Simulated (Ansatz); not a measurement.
## AlN in Ansatz: the effect of strain

Crystal: AlN.

```
Al N
1.0
     0.00000    2.03452    2.03452
     2.07521    0.00000    2.03452
     2.07521    2.03452    0.00000
Al N
1 1
Direct
  0.50000 0.50000 0.50000
  0.00000 0.00000 0.00000
```

Measurements of this composition are mostly on another form, of space group No. 186.

The cell isn't the ideal one: strained by +2 %.

Alike in all runs:

| Property | Result |
| --- | --- |
| Program | Ansatz 0.2.0 |
| Task | single point |
| Functional | PBE |
| Potentials or basis | Ansatz PAW |
| Cutoff | 420 eV (not typed: the program's choice for these potentials) |
| k mesh | 11 × 11 × 11 |
| Occupations | fermi-dirac, width 0.05 eV |
| Spin | no spin polarisation |

| strain | gap on the mesh (eV) | pressure (GPa) |
| --- | --- | --- |
| 0.02 | 4.25 | -4.4 |
| 0.04 | ? | ? |
| -0.02 | 4.61 | 5.8 |
| -0.04 | 4.67 | 12.4 |
| -0.01 | 4.59 | 2.9 |

**Question.** What does the run with strain 0.04 give?

**Answer.** gap on the mesh 3.94 eV; pressure -8.3 GPa.

Worked out: A parabola through the other rows of the gap on the mesh, of slope -19.6 eV per unit of strain there, extrapolates to 3.91 eV, against the run's 3.94. A parabola through the other rows of the pressure, of slope -157 GPa per unit of strain there, extrapolates to -8.0 GPa, against the run's -8.3.

Caveats: odd divisions of the mesh miss points on the zone boundary, where band edges often lie, so the gap on the mesh can be too wide.

A k mesh can miss the band edges.
